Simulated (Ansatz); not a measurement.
# NiO (Fm-3m) in Ansatz: a series of runs

One crystal, NiO, is run at these levels: LDA; tasks: single point, equation of state.

All numbers are computed with Ansatz 0.2.0; they aren't measurements. Logs are shortened: lines on timing, memory, paths and dates and some standing lists are left out, and cuts for length are marked.

### 1 Starting point

The structure is cubic, space group Fm-3m (No. 225). Conventional cell: a = 4.172 Å, b = 4.172 Å, c = 4.172 Å, α = 90.00°, β = 90.00°, γ = 90.00°. Ni (site symmetry m-3m) has 6 O at 2.09 Å as nearest neighbours. O (site symmetry m-3m) is surrounded by 6 Ni at 2.09 Å.

### 2 Single point, LDA, collinear spin, ferromagnetic start, 8.53 Å³/atom (volume scaled by 0.94)

Input file input.yaml:

```yaml
crystal:
  lattice:
    - [0.0, 2.0433202721, 2.0433202721]
    - [2.0433202721, 0.0, 2.0433202721]
    - [2.0433202721, 2.0433202721, 0.0]
  atoms:
    - { symbol: Ni, position: [0.0, 0.0, 0.0], spin: 1.0 }
    - { symbol: O, position: [0.5, 0.5, 0.5] }
hamiltonian:
  xc: lda
  pseudopotentials: { kind: paw }
magnetization:
  spin_polarized: true
kpoints:
  mp_grid: { grid: [11, 11, 11] }
scf:
  occupations: { method: fermi_dirac, width: 0.05 }
output:
  forces: true
  stress: true
  eigenvalues: true
  write_density: true
  write_potential: true
  elf: true
  volumetric_format: npy
```

Potentials or basis: Ansatz PAW.

Started as:

```bash
> ansatz run input.yaml --threads 2 --pin off --max-ram 5120MiB --backend cpu --events-out ev --progress --plain --runs-dir out
```

What it wrote:

```text
Warning: RAYON_NUM_THREADS=2 ignored (pool sized by the plan → 2); use --threads N
Engine: ansatz 0.2.0, aarch64-unknown-linux-gnu
Pseudopotentials: kind: paw
Pseudopotential: Ni, paw, valence charge 18, recommended cutoff 420 eV (normal), Ni.paw.azcp
Pseudopotential: O, paw, valence charge 6, recommended cutoff 420 eV (normal), O.paw.azcp
Functional definition: SPW92
  exchange = slater_x
  correlation = pw_c
Crystal: 2 atoms, lattice volume = 17.062 Å³
Basis set: ecut = 420 eV, 331 PW (Γ)
Bands: 17, of which v1, the nominal top of the filled ones, is band 12 counted from 1 (11 counted from 0)
Symmetry: 48 space group operations
Space group: Fm-3m (ITA 225), of the structure as read, at distance tolerance 2.6e-5 Å
Magnetic group: BNS 225.116 (UNI 1618), of the structure as read, at distance tolerance 2.6e-5 Å
k-points: 56 of 1331
Non-local potential: Ni, projectors of the file, l = 0: 3, l = 1: 2, l = 2: 3, l = 3: 1
Non-local potential: O, projectors of the file, l = 0: 2, l = 1: 2, l = 2: 1
PAW form: soft (Blöchl's): semilocal exchange-correlation on the pseudo side does not see the compensation charge
PAW frozen core: Ni, regenerated for the run's functional, and the local potential with it (the file was generated under x = pbe(κ = 0.804, μ = 0.2195149727645171), c = pbe(β = 0.06672455060314922))
PAW frozen core: O, regenerated for the run's functional, and the local potential with it (the file was generated under x = pbe(κ = 0.804, μ = 0.2195149727645171), c = pbe(β = 0.06672455060314922))
PAW one-centre angular grid: Ni, 590 points (default); XC on 64 Gauss nodes
PAW one-centre angular grid: O, 110 points (default); XC on 64 Gauss nodes
Initial density: superposition of atomic densities (chi_scale 0.1, normalization cell, long waves kept (reshape's long-wave potential 0.00 eV rms))
Starting moments: Σ|m| = 1 μB on 1 of 2 sites
Initial wavefunctions: pseudopotential atomic-orbital guess
Functional: x = slater, c = lda
SCF iter   1: F=—  HF=-6325.681600 eV  |F-HF|=—  |Δ(HF+E_count)|=         —  Δρ=2.00e-1 (↑6.67e-2 ↓2.00e-1)  dr2=7.24e0  dr2_m=1.13e0  M=0.245 μB ∫|m|=0.245 μB  β_m=0.30  ethr=3.10e-3  ⟨swp⟩=5.4  Hψ=8289  notcnv=0
Mixer restart at iter 1: flushing history
preconditioner: auto → none  [metal: Δε(μ)=0.010 eV  Ē_g=14.456 eV  σ=0.050 eV  W_gap=0.05  n_scr=8 (ndim 8)  ℏωp=36.0 eV  f_vac=0.000  D(μ)=1.76/eV (n_scr^D=14)  sad-step TF]
SCF iter   2: F=—  HF=-6326.438619 eV  |F-HF|=—  |Δ(HF+E_count)|=   7.57e-1  Δρ=8.87e-2 (↑3.74e-2 ↓8.87e-2)  dr2=9.83e-1  dr2_m=3.88e-1  M=0.342 μB ∫|m|=0.342 μB  β_m=0.39  ethr=3.10e-3  ⟨swp⟩=3.4  Hψ=4810  notcnv=0  defer=13
SCF iter   3: F=—  HF=-6326.976697 eV  |F-HF|=—  |Δ(HF+E_count)|=   5.38e-1  Δρ=4.99e-2 (↑1.96e-2 ↓4.99e-2)  dr2=3.62e-1  dr2_m=1.23e-1  M=0.317 μB ∫|m|=0.317 μB  β_m=0.53  ethr=3.10e-3  ⟨swp⟩=2.0  Hψ=3300  notcnv=0  defer=7
SCF iter   4: F=—  HF=-6327.130818 eV  |F-HF|=—  |Δ(HF+E_count)|=   1.54e-1  Δρ=9.75e-3 (↑9.75e-3 ↓9.74e-3)  dr2=2.94e-2  dr2_m=1.73e-4  M=0.308 μB ∫|m|=0.308 μB  β_m=0.68  ethr=1.51e-3  ⟨swp⟩=2.7  Hψ=3126  notcnv=0  defer=7
SCF iter   5: F=—  HF=-6327.137489 eV  |F-HF|=—  |Δ(HF+E_count)|=   6.67e-3  Δρ=2.09e-3 (↑2.09e-3 ↓1.35e-3)  dr2=1.37e-3  dr2_m=3.46e-5  M=0.307 μB ∫|m|=0.307 μB  β_m=0.74  ethr=1.23e-4  ⟨swp⟩=2.0  Hψ=3807  notcnv=0  defer=6
SCF iter   6: F=—  HF=-6327.137948 eV  |F-HF|=—  |Δ(HF+E_count)|=   4.58e-4  Δρ=2.04e-3 (↑2.04e-3 ↓1.81e-3)  dr2=1.46e-3  dr2_m=7.25e-5  M=0.303 μB ∫|m|=0.304 μB  β_m=0.59  ethr=5.69e-6  ⟨swp⟩=2.0  Hψ=3258  notcnv=0  defer=6
SCF iter   7: F=—  HF=-6327.137560 eV  |F-HF|=—  |Δ(HF+E_count)|=   3.88e-4  Δρ=3.16e-4 (↑3.16e-4 ↓2.06e-4)  dr2=1.34e-5  dr2_m=5.34e-6  M=0.304 μB ∫|m|=0.304 μB  β_m=0.65  ethr=5.69e-6  ⟨swp⟩=2.2  Hψ=2536  notcnv=0  defer=6
SCF iter   8: F=—  HF=-6327.137557 eV  |F-HF|=—  |Δ(HF+E_count)|=   2.63e-6  Δρ=1.32e-4 (↑2.76e-5 ↓1.32e-4)  dr2=1.88e-6  dr2_m=7.54e-7  M=0.304 μB ∫|m|=0.304 μB  β_m=0.82  ethr=5.59e-8  ⟨swp⟩=2.1  Hψ=2781  notcnv=0  defer=6
SCF iter   9: F=—  HF=-6327.137557 eV  |F-HF|=—  |Δ(HF+E_count)|=   2.80e-7  Δρ=3.18e-5 (↑3.18e-5 ↓1.06e-5)  dr2=2.02e-7  dr2_m=2.02e-8  M=0.304 μB ∫|m|=0.304 μB  β_m=0.74  ethr=7.82e-9  ⟨swp⟩=2.2  Hψ=2609  notcnv=0  defer=6
SCF iter  10: F=—  HF=-6327.137557 eV  |F-HF|=—  |Δ(HF+E_count)|=   3.16e-8  Δρ=7.71e-6 (↑7.71e-6 ↓5.69e-6)  dr2=2.18e-8  dr2_m=4.39e-10  M=0.304 μB ∫|m|=0.304 μB  β_m=0.87  ethr=8.42e-10  ⟨swp⟩=1.6  Hψ=2151  notcnv=0  defer=6
SCF iter  11: F=-6327.137557 eV  HF=-6327.137557 eV  |F-HF|=1.43e-10  |Δ(HF+E_count)|=  5.16e-10  Δρ=9.27e-7 (↑2.43e-7 ↓9.27e-7)  dr2=1.72e-10  dr2_m=2.72e-11  M=0.304 μB ∫|m|=0.304 μB  ethr=9.09e-11  ⟨swp⟩=5.2  Hψ=9825  notcnv=0
SCF 1 converged in 11 iterations: F = -6327.137557 eV  dr2 = 1.72e-10
SCF converged after 11 iterations
Magnetization: 0.3037 μB (12.1518 up, 11.8482 down)
Absolute magnetization: 0.3039 μB (∫|ρ↑−ρ↓|, with the PAW one-centre terms)
Spin contamination: 0.0007 ħ² per cell (⟨S²⟩ above its minimum at these occupations)
Per-site moments (μB) at R_I (Å): [(0.24980014987537477, 0.8428696122412499), (0.04151370333706417, 0.8428696122412499)]
Free energy (F): -6327.137557 eV
Harris-Foulkes:  -6327.137557 eV  (|F-HF|=1.43e-10)
Internal energy: -6327.125132 eV  (E = F + TS)
E sigma→0 (E₀):  -6327.131345 eV
Entropy (-TS):   -0.012424 eV (-6.212 meV/atom)
Fermi energy:    15.378248 eV
--- Per-component energies (eV) ---
  E_band       = -299.658056
  E_kinetic    = 454.981501
  E_local      = -3893.722980  (includes V_loc(G=0)·N_el)
  E_nonlocal   = 697.735132
  E_hartree    = 1606.195315
  E_xc         = -155.443523
  E_vxc        = -200.578120  (∫ρ·V_xc dr)
  E_paw        = -1714.778010  (= ΣΔE_a)
  E_vpaw       = -570.467968  (= ΣTr[D̂ρ^β])
  E_aug_tail   = 0.003040  (compensation charges beyond the density's cutoff)
  E_ewald      = -3322.626649
  E_core_change = 0.531042  (= ΣΔE_core)
  E_smearing   = -0.012424  (= −TS)
  E_closure    = 0.000000  (closes the sum)
  Σ components = -6327.137557   (vs F -6327.137557, Δ=0.00e0)
--- Forces (eV/Å), atoms counted from 1 ---
  atom   1  Ni    -0.00000000     0.00000000     0.00000000
  atom   2  O      0.00000000    -0.00000000     0.00000000
  max |Σ_I F_I| component: 1.74e-29 eV/Å
--- Stress (GPa, compression-positive) ---
       -7.652424      -0.000000      -0.000000
       -0.000000      -7.652424       0.000000
        0.000000       0.000000      -7.652424
  P = ⅓ Tr σ = -7.6524 GPa (-76.524 kbar)
--- Band table (eV; the first three rows and the last of 112) ---
  k-point 0 ↑: bands = ["-87.1127", "-47.9404", "-47.9404", "-47.9404", "-5.5009", "11.9435", "11.9435", "11.9435", "13.2516", "13.2516", "13.2516", "13.4120", "13.4120", "17.3322", "33.2101", "34.7555", "34.7555"]
  k-point 1 ↑: bands = ["-87.1124", "-47.9440", "-47.9409", "-47.9409", "-5.3928", "11.2022", "11.4691", "11.4691", "13.3345", "13.3345", "13.4630", "13.9142", "13.9142", "17.8832", "31.5924", "34.4828", "34.4828"]
  k-point 2 ↑: bands = ["-87.1115", "-47.9537", "-47.9422", "-47.9422", "-5.0888", "9.8055", "10.7236", "10.7236", "13.5228", "13.5228", "13.7325", "14.7767", "14.7767", "19.0683", "29.3550", "33.3656", "33.3656"]
  k-point 55 ↓: bands = ["-86.8031", "-47.6770", "-47.6748", "-47.6624", "-3.6283", "8.5667", "8.6064", "9.3688", "14.0553", "14.3275", "14.7150", "14.8274", "15.5978", "24.4630", "26.1636", "26.2880", "29.8433"]
```

Run time: 2.2 s. Hardware: 2 threads of Arm Neoverse V1, shared host; peak memory 0.29 GiB.

Results:

- Free energy: -6327.1376 eV
- Pressure: -7.7 GPa
- Band gap on the k mesh: none (metal or under the smearing width)
- Net moment: 0.30 μB per cell
- Absolute moment: 0.30 μB per cell
- Site moments: Ni +0.25; O +0.04 μB

Caveat: the pressure holds a Pulay correction of +1.0 GPa for the finite cutoff; semilocal functionals often make such compounds metallic where correlation or magnetic order opens a gap, which also shifts bond lengths; the PAW data sets come from PBE, with cores solved anew for the run's functional, which leaves a small shift of forces and pressure.

### 3 Single point, LDA, collinear spin, ferromagnetic start, 8.71 Å³/atom (volume scaled by 0.96)

Input file input.yaml:

```yaml
crystal:
  lattice:
    - [0.0, 2.0577103256, 2.0577103256]
    - [2.0577103256, 0.0, 2.0577103256]
    - [2.0577103256, 2.0577103256, 0.0]
  atoms:
    - { symbol: Ni, position: [0.0, 0.0, 0.0], spin: 1.0 }
    - { symbol: O, position: [0.5, 0.5, 0.5] }
hamiltonian:
  xc: lda
  pseudopotentials: { kind: paw }
magnetization:
  spin_polarized: true
kpoints:
  mp_grid: { grid: [11, 11, 11] }
scf:
  occupations: { method: fermi_dirac, width: 0.05 }
output:
  forces: true
  stress: true
  eigenvalues: true
```

Potentials or basis: Ansatz PAW.

Started as:

```bash
> ansatz run input.yaml --threads 2 --pin off --max-ram 5120MiB --backend cpu --events-out ev --progress --plain --runs-dir out
```

Run time: 1.9 s. Hardware: 2 threads of Arm Neoverse V1, shared host; peak memory 0.29 GiB.

It converged, with:

```yaml
Free_energy: -6327.1151 eV
Pressure: -12.2 GPa
Band_gap_on_the_k_mesh: none (metal or under the smearing width)
Net_moment: 0.30 μB per cell
Absolute_moment: 0.30 μB per cell
Site_moments: Ni +0.25; O +0.04 μB
```

Caveat: the pressure holds a Pulay correction of +1.0 GPa for the finite cutoff; semilocal functionals often make such compounds metallic where correlation or magnetic order opens a gap, which also shifts bond lengths; the PAW data sets come from PBE, with cores solved anew for the run's functional, which leaves a small shift of forces and pressure.

### 4 Single point, LDA, collinear spin, ferromagnetic start, 8.89 Å³/atom (volume scaled by 0.98)

input.yaml, as its differences from that of step 3:

```diff
@@ -2,5 +2,5 @@
   lattice:
-    - [0.0, 2.0577103256, 2.0577103256]
-    - [2.0577103256, 0.0, 2.0577103256]
-    - [2.0577103256, 2.0577103256, 0.0]
+    - [0.0, 2.0719018797, 2.0719018797]
+    - [2.0719018797, 0.0, 2.0719018797]
+    - [2.0719018797, 2.0719018797, 0.0]
   atoms:
```

Started as:

```bash
> ansatz run input.yaml --threads 2 --pin off --max-ram 5120MiB --backend cpu --events-out ev --progress --plain --runs-dir out
```

It took 5 s on 2 threads of Arm Neoverse V1, shared host; peak memory 0.35 GiB.

The run converged. Its results:

```yaml
Free_energy: -6327.0827 eV
Pressure: -16.2 GPa
Band_gap_on_the_k_mesh: none (metal or under the smearing width)
Net_moment: 0.30 μB per cell
Absolute_moment: 0.30 μB per cell
Site_moments: Ni +0.25; O +0.04 μB
```

Caveat: the pressure holds a Pulay correction of +1.0 GPa for the finite cutoff; semilocal functionals often make such compounds metallic where correlation or magnetic order opens a gap, which also shifts bond lengths; the PAW data sets come from PBE, with cores solved anew for the run's functional, which leaves a small shift of forces and pressure.

### 5 Single point, LDA, collinear spin, ferromagnetic start, 9.08 Å³/atom

input.yaml, as its differences from that of step 4:

```diff
@@ -2,5 +2,5 @@
   lattice:
-    - [0.0, 2.0719018797, 2.0719018797]
-    - [2.0719018797, 0.0, 2.0719018797]
-    - [2.0719018797, 2.0719018797, 0.0]
+    - [0.0, 2.0859016414, 2.0859016414]
+    - [2.0859016414, 0.0, 2.0859016414]
+    - [2.0859016414, 2.0859016414, 0.0]
   atoms:
```

Started as:

```bash
> ansatz run input.yaml --threads 2 --pin off --max-ram 5120MiB --backend cpu --events-out ev --progress --plain --runs-dir out
```

Wall time 5.5 s (2 threads of Arm Neoverse V1, shared host); peak memory 0.36 GiB.

It converged, with:

- Free energy: -6327.0418 eV
- Pressure: -19.8 GPa
- Band gap on the k mesh: none (metal or under the smearing width)
- Net moment: 0.30 μB per cell
- Absolute moment: 0.30 μB per cell
- Site moments: Ni +0.25; O +0.04 μB

Caveat: the pressure holds a Pulay correction of +0.9 GPa for the finite cutoff; semilocal functionals often make such compounds metallic where correlation or magnetic order opens a gap, which also shifts bond lengths; the PAW data sets come from PBE, with cores solved anew for the run's functional, which leaves a small shift of forces and pressure.

### 6 Single point, LDA, collinear spin, ferromagnetic start, 9.26 Å³/atom (volume scaled by 1.02)

input.yaml, as its differences from that of step 5:

```diff
@@ -2,5 +2,5 @@
   lattice:
-    - [0.0, 2.0859016414, 2.0859016414]
-    - [2.0859016414, 0.0, 2.0859016414]
-    - [2.0859016414, 2.0859016414, 0.0]
+    - [0.0, 2.0997159621, 2.0997159621]
+    - [2.0997159621, 0.0, 2.0997159621]
+    - [2.0997159621, 2.0997159621, 0.0]
   atoms:
```

Potentials or basis: Ansatz PAW.

Started as:

```bash
> ansatz run input.yaml --threads 2 --pin off --max-ram 5120MiB --backend cpu --events-out ev --progress --plain --runs-dir out
```

It took 5.4 s on 2 threads of Arm Neoverse V1, shared host; peak memory 0.36 GiB.

Results (log left out):

- Free energy: -6326.9932 eV
- Pressure: -22.9 GPa
- Band gap on the k mesh: none (metal or under the smearing width)
- Net moment: 0.29 μB per cell
- Absolute moment: 0.30 μB per cell
- Site moments: Ni +0.25; O +0.04 μB

Caveat: the pressure holds a Pulay correction of +0.9 GPa for the finite cutoff; semilocal functionals often make such compounds metallic where correlation or magnetic order opens a gap, which also shifts bond lengths; the PAW data sets come from PBE, with cores solved anew for the run's functional, which leaves a small shift of forces and pressure.

### 7 Single point, LDA, collinear spin, ferromagnetic start, 9.44 Å³/atom (volume scaled by 1.04)

input.yaml, as its differences from that of step 6:

```diff
@@ -2,5 +2,5 @@
   lattice:
-    - [0.0, 2.0997159621, 2.0997159621]
-    - [2.0997159621, 0.0, 2.0997159621]
-    - [2.0997159621, 2.0997159621, 0.0]
+    - [0.0, 2.1133508634, 2.1133508634]
+    - [2.1133508634, 0.0, 2.1133508634]
+    - [2.1133508634, 2.1133508634, 0.0]
   atoms:
@@ -21 +21,5 @@
   eigenvalues: true
+  write_density: true
+  write_potential: true
+  elf: true
+  volumetric_format: npy
```

Started as:

```bash
> ansatz run input.yaml --threads 2 --pin off --max-ram 5120MiB --backend cpu --events-out ev --progress --plain --runs-dir out
```

It took 6.3 s on 2 threads of Arm Neoverse V1, shared host; peak memory 0.36 GiB.

It converged, with:

```
Free energy            : -6326.9381 eV
Pressure               : -25.7 GPa
Band gap on the k mesh : none (metal or under the smearing width)
Net moment             : 0.30 μB per cell
Absolute moment        : 0.30 μB per cell
Site moments           : Ni +0.25; O +0.04 μB
```

Caveat: the pressure holds a Pulay correction of +0.9 GPa for the finite cutoff; semilocal functionals often make such compounds metallic where correlation or magnetic order opens a gap, which also shifts bond lengths; the PAW data sets come from PBE, with cores solved anew for the run's functional, which leaves a small shift of forces and pressure.

### 8 Single point, LDA, collinear spin, ferromagnetic start, 9.62 Å³/atom (volume scaled by 1.06)

Input file input.yaml:

```yaml
crystal:
  lattice:
    - [0.0, 2.1268120599, 2.1268120599]
    - [2.1268120599, 0.0, 2.1268120599]
    - [2.1268120599, 2.1268120599, 0.0]
  atoms:
    - { symbol: Ni, position: [0.0, 0.0, 0.0], spin: 1.0 }
    - { symbol: O, position: [0.5, 0.5, 0.5] }
hamiltonian:
  xc: lda
  pseudopotentials: { kind: paw }
magnetization:
  spin_polarized: true
kpoints:
  mp_grid: { grid: [11, 11, 11] }
scf:
  occupations: { method: fermi_dirac, width: 0.05 }
output:
  forces: true
  stress: true
  eigenvalues: true
```

Started as:

```bash
> ansatz run input.yaml --threads 2 --pin off --max-ram 5120MiB --backend cpu --events-out ev --progress --plain --runs-dir out
```

Wall time 7 s (2 threads of Arm Neoverse V1, shared host); peak memory 0.37 GiB.

Results (log left out):

```
Free energy            : -6326.8770 eV
Pressure               : -28.1 GPa
Band gap on the k mesh : none (metal or under the smearing width)
Net moment             : 0.30 μB per cell
Absolute moment        : 0.30 μB per cell
Site moments           : Ni +0.25; O +0.04 μB
```

Caveat: the pressure holds a Pulay correction of +0.9 GPa for the finite cutoff; semilocal functionals often make such compounds metallic where correlation or magnetic order opens a gap, which also shifts bond lengths; the PAW data sets come from PBE, with cores solved anew for the run's functional, which leaves a small shift of forces and pressure.

### 9 Equation of state, LDA, collinear spin, ferromagnetic start

Potentials or basis: Ansatz PAW.

This step only gathers the single runs of the series.

What came out:

| Item | Value |
| --- | --- |
| Equilibrium volume | 8.27 Å³/atom (rough: see the caveat) |
| Bulk modulus | 267 GPa (rough) |

Energy against volume, from the lowest point:
| volume (Å³/atom) | energy (meV/atom) |
| --- | --- |
| 8.531 | 0.00 |
| 8.713 | 11.23 |
| 8.894 | 27.42 |
| 9.076 | 47.86 |
| 9.257 | 72.17 |
| 9.439 | 99.71 |
| 9.620 | 130.28 |

Caveat: the minimum lies outside the volumes run.
